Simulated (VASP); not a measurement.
# Sm (I4/mmm) in VASP: further runs

One crystal, Sm, is run at these levels: PBE; tasks: single point.

All numbers are computed with VASP 6.6.1; they aren't measurements. Logs are shortened: lines on timing, memory, paths and dates and some standing lists are left out, and cuts for length are marked.

## 1. The crystal as given

The structure is tetragonal, space group I4/mmm (No. 139). The conventional cell has a = 3.635 Å, b = 3.635 Å, c = 5.122 Å, α = 90.00°, β = 90.00°, γ = 90.00°. Around Sm (site symmetry 4/mmm) lie 12 Sm at 3.63 Å.

This isn't the form of Sm at room conditions, which is rhombohedral.

## 2. Single point, PBE, collinear spin, ferromagnetic start

Input file INCAR:

```
SYSTEM = Sm
PREC = Accurate
ENCUT = 650
EDIFF = 1E-6
ISMEAR = 1
SIGMA = 0.2
LREAL = .False.
LASPH = .True.
NELM = 100
ALGO = Normal
ISIF = 2
LWAVE = .False.
LCHARG = .False.
ISPIN = 2
MAGMOM = 5
LORBIT = 11
LMAXMIX = 6
GGA = PE
ADDGRID = .False.
```

Input file KPOINTS:

```
regular mesh
0
Gamma
  5 5 5
  0 0 0
```

Input file POSCAR:

```
Sm
1.0
   -1.8424340000      1.8281900000      2.5309280000
    1.8521830000     -1.8921630000      2.5832430000
    1.7732950000      1.8230240000     -2.5763240000
Sm
1
Direct
    0.0008670000     -0.0165060000      0.0081580000
```

Potentials or basis: VASP PAW PBE potentials, release 64 (Sm).

On the command line:

```console
$ cat potpaw_PBE.64/Sm/POTCAR > POTCAR
$ mpirun -np 1 vasp_std > vasp.out
```

OUTCAR:

```text
SYSTEM = Sm
   PREC = Accurate
   ENCUT = 650
   EDIFF = 1E-6
   ISMEAR = 1
   LREAL = .False.
   LASPH = .True.
   NELM = 100
   ISIF = 2
   ISPIN = 2
   LORBIT = 11
   GGA = PE

 Found     63 irreducible k-points:

 Following reciprocal coordinates:
            Coordinates               Weight
  0.000000  0.000000  0.000000      1.000000
  0.200000  0.000000  0.000000      2.000000
  0.400000 -0.000000  0.000000      2.000000
  0.000000  0.200000 -0.000000      2.000000
  0.200000  0.200000 -0.000000      2.000000
  0.400000  0.200000  0.000000      2.000000
   k-points           NKPTS =     63   k-points in BZ     NKDIM =     63   number of bands    NBANDS=     15
   number of dos      NEDOS =    301   number of ions     NIONS =      1
   total plane-waves  NPLWV =  28800
   dimension x,y,z NGX =    30 NGY =   32 NGZ =   30
   dimension x,y,z NGXF=    60 NGYF=   64 NGZF=   60
   ions per type =               1
   NGX,Y,Z   is equivalent  to a cutoff of  13.76, 14.38, 13.78 a.u.
   NGXF,Y,Z  is equivalent  to a cutoff of  27.51, 28.76, 27.55 a.u.
 SYSTEM =  Sm
   PREC   = accura    normal or accurate (medium, high low for compatibility)
   ISTART =      0    job   : 0-new  1-cont  2-samecut
   ICHARG =      2    charge: 1-file 2-atom 10-const
   ISPIN  =      2    spin polarized calculation?
   LNONCOLLINEAR =      F non collinear calculations
   LSORBIT =      F    spin-orbit coupling
   LASPH  =      T    aspherical Exc in radial PAW
   ENCUT  =  650.0 eV  47.77 Ry    6.91 a.u.   7.54  7.69  7.53*2*pi/ulx,y,z
   NELM   =    100;   NELMIN=  2; NELMDL= -5     # of ELM steps
   EDIFF  = 0.1E-05   stopping-criterion for ELM
   LREAL  =      F    real-space projection
   EDIFFG = 0.1E-04   stopping-criterion for IOM
   NSW    =      0    number of steps for IOM
   IBRION =     -1    ionic relax: 0-MD 1-quasi-New 2-CG
   NFREE  =      0    steps in history (QN), initial steepest desc. (CG)
   ISIF   =      2    stress and relaxation
   ISYM   =      2    0-nonsym 1-usesym 2-fastsym
   POTIM  = 0.5000    time-step for ionic-motion
   TEBEG  =    0.0;   TEEND  =   0.0 temperature during run
   PSTRESS=    0.0 pullay stress
   NELECT =      16.0000    total number of electrons
   NUPDOWN=      -1.0000    fix difference up-down
   EMIN   =  10.00;   EMAX   =-10.00  energy-range for DOS
   EFERMI =   0.00;   METHOD = LEGACY
   ISMEAR =     1;   SIGMA  =   0.20  broadening in eV -4-tet -1-fermi 0-gaus
   EFERMI_NEDOS =   21; number of points for ismear=-14 and -15
   IALGO  =     38    algorithm
   IMIX   =      4    mixing-type and parameters
     AMIX     =   0.40;   BMIX     =  1.00
     AMIX_MAG =   1.60;   BMIX_MAG =  1.00
  volume/ion in A,a.u.               =      33.83       228.31
  Fermi-wavevector in a.u.,A,eV,Ry     =   1.275481  2.410310 22.134673  1.626853
  Thomas-Fermi vector in A             =   2.408191
   LORBIT       =     11    0 simple, 1 ext, 2 COOP (PROOUT), +10 PAW based schemes
   GGA     = PE    functional components
   LHFCALC =     F    Hartree Fock is set to
   AEXX    =    0.0000 exact exchange contribution
   IVDW    =     0    specifies the selected vdW correction
   LEPSILON=     F    determine dielectric tensor
   LRPA    =     F    only Hartree local field effects (RPA)
 spin polarized calculation
 Methfessel and Paxton  Order N= 1 SIGMA  =   0.20
  energy-cutoff  :      650.00
  volume of cell :       33.83
 maximum number of plane-waves:      1295
 NGX is ok and might be reduce to    30
   NGX = 15   NGY = 15   NGZ = 15

 number of electron      16.0000000 magnetization       6.7642446

 Free energy of the ion-electron system (eV)
  ---------------------------------------------------
  ext. energy  EPLUGINS =         0.00000000
  ---------------------------------------------------
  free energy    TOTEN  =        -9.29568835 eV

  energy without entropy =       -9.27927795  energy(sigma->0) =       -9.29021821

 E-fermi :   3.1729     XC(G=0):  -9.7506

 val. band max:        3.1723906654   @ k =   0.0000   0.2000   0.4000
 cond. band min:       3.1748817012   @ k =  -0.4000   0.4000   0.2000
 fundamental gap:      0.0024910357
 Fermi energy:         3.1729133594

 spin component 1

 k-point     1 :       0.0000    0.0000    0.0000
  band No.  band energies     occupation
      1     -36.8988      1.00000
      2     -16.0733      1.00000
      3     -16.0488      1.00000
      4     -16.0346      1.00000
      5      -1.5285      1.00000
      6       2.8291      1.01771
      7       2.9139      1.03477
      8       2.9192      1.03518
      9       2.9218      1.03532
     10       2.9278      1.03546
     11       2.9389      1.03497
     12       2.9511      1.03306
     13       4.5931     -0.00000
     14       4.8981     -0.00000
     15       5.0514     -0.00000

 k-point     2 :       0.2000    0.0000    0.0000
  band No.  band energies     occupation
      1     -36.8613      1.00000
      2     -16.4197      1.00000
      3     -16.1201      1.00000
      4     -16.0939      1.00000
      5      -0.4711      1.00000
      6       2.7493      1.00536
      7       2.7835      1.00946
      8       2.7960      1.01140
      9       2.8875      1.03074
     10       2.9197      1.03521
     11       2.9759      1.02348
     12       2.9918      1.01234
     13       4.3353     -0.00000
     14       5.0471     -0.00000
     15       5.4056     -0.00000

 k-point     3 :       0.4000   -0.0000    0.0000
  band No.  band energies     occupation
      1     -36.7999      1.00000
      2     -16.9801      1.00000
      3     -16.2069      1.00000
      4     -16.1598      1.00000
      5       0.8121      1.00000
      6       2.6686      1.00105
      7       2.6824      1.00143
      8       2.7838      1.00950
      9       2.9251      1.03543
     10       3.0572      0.91027
     11       3.1075      0.76108
     12       3.1189      0.71959
     13       4.3889     -0.00000
     14       4.5520     -0.00000
     15       4.9680     -0.00000

 k-point     4 :       0.0000    0.2000   -0.0000
  band No.  band energies     occupation
      1     -36.8630      1.00000
      2     -16.4205      1.00000
      3     -16.1047      1.00000
      4     -16.0934      1.00000
      5      -0.4914      1.00000
      6       2.7496      1.00538
      7       2.7920      1.01074
      8       2.7978      1.01171
      9       2.8845      1.03015
     10       2.9226      1.03535
     11       2.9821      1.01969
     12       2.9889      1.01473
     13       4.2724     -0.00000
     14       5.1538     -0.00000
     15       5.3125     -0.00000

 k-point     5 :       0.2000    0.2000   -0.0000
  band No.  band energies     occupation
      1     -36.8161      1.00000
      2     -16.7269      1.00000
      3     -16.3289      1.00000
      4     -16.1212      1.00000
      5       0.9422      1.00000
      6       2.6532      1.00074
      7       2.7235      1.00333
      8       2.7421      1.00471
      9       2.7880      1.01013
     10       2.8309      1.01812
     11       3.0537      0.91835
     12       3.0904      0.81846
     13       3.8058     -0.00004
     14       4.5973     -0.00000
     15       5.9527     -0.00000

 k-point     6 :       0.4000    0.2000    0.0000
  band No.  band energies     occupation
      1     -36.7785      1.00000
      2     -16.9427      1.00000
      3     -16.4592      1.00000
      4     -16.2173      1.00000
      5       1.7614      1.00000
      6       2.5962      1.00018
      7       2.6607      1.00088
      8       2.6810      1.00139
      9       2.8046      1.01288
     10       3.0941      0.80641
     11       3.1544      0.57783
     12       3.1957      0.40448
     13       3.6241     -0.00321
     14       4.2527     -0.00000
     15       5.6325     -0.00000

 [... further k-points ...]

 spin component 2

 k-point     1 :       0.0000    0.0000    0.0000
  band No.  band energies     occupation
      1     -34.1645      1.00000
      2     -13.9295      1.00000
      3     -13.9004      1.00000
      4     -13.8856      1.00000
      5      -0.0563      1.00000
      6       5.9815     -0.00000
      7       6.1232     -0.00000
      8       6.2983     -0.00000
      9       6.4586     -0.00000
     10       6.6684     -0.00000
     11       6.7364     -0.00000
     12       6.7704     -0.00000
     13       7.3630      0.00000
     14       7.3720      0.00000
     15       7.3832      0.00000

 k-point     2 :       0.2000    0.0000    0.0000
  band No.  band energies     occupation
      1     -34.1208      1.00000
      2     -14.3174      1.00000
      3     -13.9806      1.00000
      4     -13.9519      1.00000
      5       1.0279      1.00000
      6       5.1820     -0.00000
      7       6.1665     -0.00000
      8       6.4677     -0.00000
      9       6.5213     -0.00000
     10       6.7109     -0.00000
     11       6.7777     -0.00000
     12       6.9166     -0.00000
     13       7.3309      0.00000
     14       7.3725      0.00000
     15       7.4494      0.00000

 k-point     3 :       0.4000   -0.0000    0.0000
  band No.  band energies     occupation
      1     -34.0488      1.00000
      2     -14.9410      1.00000
      3     -14.0755      1.00000
      4     -14.0250      1.00000
      5       2.3273      1.00000
      6       5.4550     -0.00000
      7       5.7847     -0.00000
      8       6.1932     -0.00000
      9       6.3508     -0.00000
     10       6.8609     -0.00000
     11       6.8886     -0.00000
     12       7.1194     -0.00000
     13       7.1435     -0.00000
     14       7.1915      0.00000
     15       7.3803      0.00000

 k-point     4 :       0.0000    0.2000   -0.0000
  band No.  band energies     occupation
      1     -34.1226      1.00000
      2     -14.3206      1.00000
      3     -13.9626      1.00000
      4     -13.9509      1.00000
      5       1.0116      1.00000
      6       5.1482     -0.00000
      7       6.2781     -0.00000
      8       6.4107     -0.00000
      9       6.4945     -0.00000
     10       6.7481     -0.00000
     11       6.7766     -0.00000
     12       6.8929     -0.00000
     13       7.3492      0.00000
     14       7.3768      0.00000
     15       7.4065      0.00000

 k-point     5 :       0.2000    0.2000   -0.0000
  band No.  band energies     occupation
      1     -34.0678      1.00000
      2     -14.6609      1.00000
      3     -14.2124      1.00000
      4     -13.9826      1.00000
      5       2.4767      1.00000
      6       4.6649     -0.00000
      7       5.3704     -0.00000
      8       6.5043     -0.00000
      9       6.6947     -0.00000
     10       6.7663     -0.00000
     11       6.9304     -0.00000
     12       6.9595     -0.00000
     13       7.1842      0.00000
     14       7.2426      0.00000
     15       7.7684      0.00000

 k-point     6 :       0.4000    0.2000    0.0000
  band No.  band energies     occupation
      1     -34.0236      1.00000
      2     -14.8986      1.00000
      3     -14.3582      1.00000
      4     -14.0903      1.00000
      5       3.3448     -0.00375
      6       4.3231     -0.00000
      7       5.6053     -0.00000
      8       6.4807     -0.00000
      9       6.7872     -0.00000
     10       6.8246     -0.00000
     11       6.9003     -0.00000
     12       7.0100     -0.00000
     13       7.1132     -0.00000
     14       7.1339     -0.00000
     15       7.6668      0.00000

 [... further k-points ...]
[... 5 lines left out ...]
  --------------------------------------------------------------------------------------
  -------------------------------------------------------------------------------------
  Total        0.6971301      0.6175376      0.6781567      0.0607380      0.1280435     -0.0039989
  in kB       33.0143113     29.2450115     32.1157797      2.8763995      6.0638151     -0.1893775
  external PRESSURE =      31.4583675 kB  Pullay stress =       0.0000000 kB

 VOLUME and BASIS-vectors are now :
 -----------------------------------------------------------------------------
  energy-cutoff  :      650.00
  volume of cell :       33.83
      direct lattice vectors                 reciprocal lattice vectors
    -1.842434000  1.828190000  2.530928000     0.004892204  0.276448139  0.198983867
     1.852183000 -1.892163000  2.583243000     0.275599134  0.007644485  0.195105370
     1.773295000  1.823024000 -2.576324000     0.281145287  0.279242012  0.002957090

 POSITION                                       TOTAL-FORCE (eV/Angst)
 -----------------------------------------------------------------------------------
      1.83448     -1.84447      2.52178         0.000000      0.000000      0.000000
 -----------------------------------------------------------------------------------
    total drift:                                0.000000     -0.000001      0.000001

  FREE ENERGIE OF THE ION-ELECTRON SYSTEM (eV)
  ---------------------------------------------------
  free  energy   TOTEN  =        -9.2956883472 eV

  energy  without entropy=       -9.2792779491  energy(sigma->0) =       -9.29021821

 total charge

# of ion       s       p       d       f       tot
--------------------------------------------------
    1        2.079   5.614   0.461   5.524  13.679

 magnetization (x)

# of ion       s       p       d       f       tot
--------------------------------------------------
    1        0.001  -0.050   0.310   5.520   5.781
```

It took 2.2 min on 1 thread of Intel Xeon Platinum 8488C (Sapphire Rapids), shared host; peak memory 0.26 GiB.

The run converged, but some of its settings lie outside the range that counts as converged, so its numbers aren't taken as properties of the crystal.

Results:

* Free energy: -9.2957 eV
* Pressure: 3.1 GPa
* Band gap on the k mesh: none (metal or under the smearing width)
* Net moment: 6.76 μB per cell
* Site moments: Sm +5.78 μB
* Valence electrons inside the program's atomic spheres: Sm 13.68

Caveat: the k mesh is coarse (spacing up to 0.50 Å⁻¹), so the values aren't converged; the magnetic or orbital state may not be the lowest; spin-orbit coupling is left out, which moves the levels of the heavy elements.

## 3. Single point, PBE, collinear spin, ferromagnetic start

Changes to INCAR since step 2:

```diff
@@ -2,3 +2,3 @@
 PREC = Accurate
-ENCUT = 650
+ENCUT = 460
 EDIFF = 1E-6
```

Input file KPOINTS:

```
regular mesh
0
Gamma
  6 6 6
  0 0 0
```

Input file POSCAR:

```
Sm
1.0
   -1.8173030691      1.8173030691      2.5609871902
    1.8173030691     -1.8173030691      2.5609871902
    1.8173030691      1.8173030691     -2.5609871902
Sm
1
Direct
    0.0000000000      0.0000000000      0.0000000000
```

Potentials or basis: VASP PAW PBE potentials, release 64 (Sm).

On the command line:

```console
$ cat potpaw_PBE.64/Sm/POTCAR > POTCAR
$ mpirun -np 1 vasp_std > vasp.out
```

OUTCAR:

```text
SYSTEM = Sm
   PREC = Accurate
   ENCUT = 460
   EDIFF = 1E-6
   ISMEAR = 1
   LREAL = .False.
   LASPH = .True.
   NELM = 100
   ISIF = 2
   ISPIN = 2
   LORBIT = 11
   GGA = PE

 Found     30 irreducible k-points:

 Following reciprocal coordinates:
            Coordinates               Weight
  0.000000  0.000000  0.000000      1.000000
  0.166667  0.000000 -0.000000      8.000000
  0.333333  0.000000 -0.000000      8.000000
  0.500000  0.000000  0.000000      4.000000
  0.166667  0.166667  0.000000      8.000000
  0.333333  0.166667  0.000000     16.000000
   k-points           NKPTS =     30   k-points in BZ     NKDIM =     30   number of bands    NBANDS=     15
   number of dos      NEDOS =    301   number of ions     NIONS =      1
   total plane-waves  NPLWV =  21952
[... 302 lines left out ...]
  Total        0.7312087      0.7312087      0.7288732      0.0000000      0.0000000      0.0000000
  in kB       34.6281915     34.6281915     34.5175893      0.0000000      0.0000000      0.0000000
  external PRESSURE =      34.5913241 kB  Pullay stress =       0.0000000 kB

 VOLUME and BASIS-vectors are now :
 -----------------------------------------------------------------------------
  energy-cutoff  :      460.00
  volume of cell :       33.83
      direct lattice vectors                 reciprocal lattice vectors
    -1.817303069  1.817303069  2.560987190     0.000000000  0.275132975  0.195237212
     1.817303069 -1.817303069  2.560987190     0.275132975  0.000000000  0.195237212
     1.817303069  1.817303069 -2.560987190     0.275132975  0.275132975  0.000000000

 POSITION                                       TOTAL-FORCE (eV/Angst)
 -----------------------------------------------------------------------------------
      0.00000      0.00000      0.00000         0.000000      0.000000      0.000000
 -----------------------------------------------------------------------------------
    total drift:                                0.000000      0.000000      0.000000

  FREE ENERGIE OF THE ION-ELECTRON SYSTEM (eV)
  ---------------------------------------------------
  free  energy   TOTEN  =        -9.2860561237 eV

  energy  without entropy=       -9.2709282310  energy(sigma->0) =       -9.28101349

 total charge

# of ion       s       p       d       f       tot
--------------------------------------------------
    1        2.084   5.607   0.462   5.513  13.667

 magnetization (x)

# of ion       s       p       d       f       tot
--------------------------------------------------
    1       -0.004  -0.060   0.239   5.507   5.681
```

It took 46 s on 1 thread of Intel Xeon Platinum 8488C (Sapphire Rapids), shared host; peak memory 0.19 GiB.

These settings aren't checked as converged: the numbers below hold their error.

Results:

```yaml
Free_energy: -9.2861 eV
Pressure: 3.5 GPa
Band_gap_on_the_k_mesh: none (metal or under the smearing width)
Net_moment: 6.45 μB per cell
Site_moments: Sm +5.68 μB
Valence_electrons_inside_the_program's_atomic_spheres: Sm 13.67
```

Caveat: the k mesh is coarse (spacing up to 0.41 Å⁻¹), so the values aren't converged; the magnetic or orbital state may not be the lowest; spin-orbit coupling is left out, which moves the levels of the heavy elements.

[end of part 1 of 3]
